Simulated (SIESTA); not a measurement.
Au: equation of state with PBE

**Measured values to compare with.**

From “Exploring toroidal anvil profiles for larger sample volumes above 4 Mbar”, 2024, pmc:11102561, for a bulk crystal of Au: bulk modulus 167 GPa.

Au:

```
CELL_PARAMETERS angstrom
0.00000 2.03500 2.03500
2.03500 0.00000 2.03500
2.03500 2.03500 0.00000
ATOMIC_POSITIONS crystal
Au 0.00000 0.00000 0.00000
```

```
Program             : SIESTA 5.4.2
Task                : equation of state
Functional          : PBE
Potentials or basis : PseudoDojo 0.4 standard (PBE files, fully relativistic)
Basis               : DZP (energy shift 0.003 Ry; two zetas on semicore shells)
Grid cutoff         : 800 Ry
Energy shift        : 0.003 Ry
k mesh              : 8 × 8 × 8
Occupations         : fermi-dirac, width 0.05 eV
Spin                : non-collinear spin, zero start, spin-orbit coupling
Starting moments    : [[0.0, 0.0, 0.0]] μB
```

| Property | Result |
| --- | --- |
| Equilibrium volume | 17.66 Å³/atom |
| Bulk modulus | 139 GPa |
| Pressure derivative of the bulk modulus | 5.6 (rough: it moves with the points fitted) |

Energy against volume, from the lowest point:
```
volume (Å³/atom)  energy (meV/atom)
          15.843             102.41
          16.181              64.71
          16.518              36.58
          16.855              16.91
          17.192               5.20
          17.529               0.00
          17.866               0.52
```

All runs of the series together: 2.3 min on 1 thread of AMD EPYC 9R45 96-Core Processor (Zen 5), on a shared host.

Against the measured bulk modulus of Au, 167 GPa (quoted in “Exploring toroidal anvil profiles for larger sample volumes above 4 Mbar”, 2024, pmc:11102561), the calculated 139 GPa is off by -16.5 %. The fit is for a static lattice scaled at fixed shape and fixed fractional positions.

Caveat: short orbitals over semicore shells can move pressures by several GPa; the basis of atomic orbitals isn't converged, which shifts pressures, moduli and gaps. PBE usually gives volumes a little too large and moduli too small.
